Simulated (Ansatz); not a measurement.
Cr under changes of volume

One of the cells (14.066 Å³/atom); the others are scaled copies at fixed shape and fractional positions:

```
CELL_PARAMETERS angstrom
2.71400 0.00000 0.00000
-1.35700 2.35039 0.00000
0.00000 0.00000 4.41000
ATOMIC_POSITIONS crystal
Cr 0.66667 0.33333 0.75000
Cr 0.33333 0.66667 0.25000
```

This isn't the form of Cr at room conditions, which is bcc.

```yaml
Program: Ansatz 0.2.0
Functional: PBEsol
Potentials_or_basis: all-electron LAPW, scalar-relativistic
Cutoff: 255 eV (chosen from the basis error)
Basis_error_allowed: 0.001 eV/atom
k_mesh: 11 × 11 × 6
Occupations: fermi-dirac, width 0.05 eV
Spin: collinear spin, ferromagnetic start
Starting_moments: "[3.0, 3.0] μB"
```

| volume (Å³/atom) | energy over the lowest point (meV/atom) | moment (μB per cell) |
| --- | --- | --- |
| 13.222 | 0.00 | 0.78 |
| 13.503 | 48.02 | 1.26 |
| 13.784 | 99.33 | 1.49 |
| 14.066 | 154.12 | 1.65 |
| 14.347 | ? | ? |
| 14.628 | 254.99 | 0.00 |
| 14.910 | 287.53 | 0.00 |

What does the run at 14.347 Å³/atom give?

Energy over the lowest point 209.80 meV/atom; moment 2.05 μB per cell.

Worked out: A Birch-Murnaghan fit of order 3 (a polynomial in V^(-2/3)) to the other rows has no minimum within the range. It gives 208.01 meV/atom at 14.347 Å³/atom, against the run's 209.80. Pressures are left out, since they don't match the slope of the energies. The moment follows no smooth curve through the other rows.

Energies are extrapolated to zero smearing.

Caveats: the starting moments weren't kept (some runs).
